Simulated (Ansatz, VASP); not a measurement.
## One calculation of AgCl, two programs

```
Ag Cl
1.0
     0.00000    2.74862    2.74862
     2.74862    0.00000    2.74862
     2.74862    2.74862    0.00000
Ag Cl
1 1
Direct
  0.00000 0.00000 0.00000
  0.50000 0.50000 0.50000
```

Alike in both runs: task single point; functional PBE; k mesh 8 × 8 × 8; occupations gaussian, width 0.02 eV; no spin polarisation.

|  | VASP | Ansatz |
| --- | --- | --- |
| version | VASP 6.6.1 | Ansatz 0.2.0 |
| potentials or method | VASP PAW PBE potentials, release 64 (Ag, Cl) | scalar-relativistic, plane waves, PAW |
| plane-wave cutoff (eV) | 520 | 420 |
| valence electrons in the cell | 18 | 26 |

|  | VASP | Ansatz | Ansatz less VASP |
| --- | --- | --- | --- |
| gap on the k mesh at the Fermi level (eV) | 0.90 | 0.91 | +0.003 |
| least direct gap on the mesh (eV) | 3.27 | 3.27 | +0.002 |
| pressure (GPa) | 2.9 | 3.0 | +0.15 |

The two sets of potentials don't hold the same shells in valence.

A k mesh can miss the band edges. A hybrid or GW would open this gap; PBE tends to underestimate it.
